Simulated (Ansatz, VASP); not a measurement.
**Rb in VASP and in Ansatz**

The input INCAR:

```
PREC = Accurate
ENCUT = 520
EDIFF = 1E-7
ISMEAR = -1
SIGMA = 0.05
LREAL = False
LASPH = True
NELM = 100
ALGO = Normal
ISIF = 2
LWAVE = False
LCHARG = False
GGA = PE
NBANDS = 26
```

The input KPOINTS:

```
regular mesh
0
Gamma
  5 6 3
```

The input POSCAR:

```
Rb
1.0
    5.8155349779      0.0000000000      0.0000000000
    0.0000000000      4.7010596337      0.0000000000
    0.0000000000      0.0000000000     12.5429134193
Rb
4
Direct
    0.9530000000      0.7500000000      0.1070000000
    0.5470000000      0.2500000000      0.6070000000
    0.4530000000      0.7500000000      0.3930000000
    0.0470000000      0.2500000000      0.8930000000
```

File input.yaml:

```yaml
crystal:
  lattice:
    - [5.8155349779, 0.0, 0.0]
    - [0.0, 4.7010596337, 0.0]
    - [0.0, 0.0, 12.5429134193]
  atoms:
    - { symbol: Rb, position: [0.953, 0.75, 0.107] }
    - { symbol: Rb, position: [0.547, 0.25, 0.607] }
    - { symbol: Rb, position: [0.453, 0.75, 0.393] }
    - { symbol: Rb, position: [0.047, 0.25, 0.893] }
hamiltonian:
  xc: pbe
  pseudopotentials: { kind: paw }
kpoints:
  mp_grid: { grid: [5, 6, 3] }
scf:
  occupations: { method: fermi_dirac, width: 0.05 }
output:
  forces: true
  stress: true
  eigenvalues: true
  write_density: true
  write_potential: true
  elf: true
  volumetric_format: npy
```

Change from the starting cell: volume scaled by 1.04.

Alike in both runs: task single point; functional PBE; k mesh 5 × 6 × 3; occupations fermi-dirac, width 0.05 eV; no spin polarisation.

|  | VASP | Ansatz |
| --- | --- | --- |
| version | VASP 6.6.1 | Ansatz 0.2.0 |
| potentials or method | VASP PAW PBE potentials, release 64 (Rb_sv) | Ansatz PAW |
| plane-wave cutoff (eV) | 520 | 420 |
| valence electrons in the cell | 36 | 36 |

```tsv
	VASP	Ansatz	Ansatz less VASP
gap on the k mesh at the Fermi level (eV)	none	none	-
pressure (GPa)	1.0	1.0	0.00
largest component of the traceless stress (GPa)	1.49	1.49	-0.002
rms of the force components (eV/Å)	0.420	0.419	-0.0007
```

Atom by atom the forces differ by 0.001 eV/Å (rms over components). A gap of «none» marks a metal or a gap that the smearing closes.
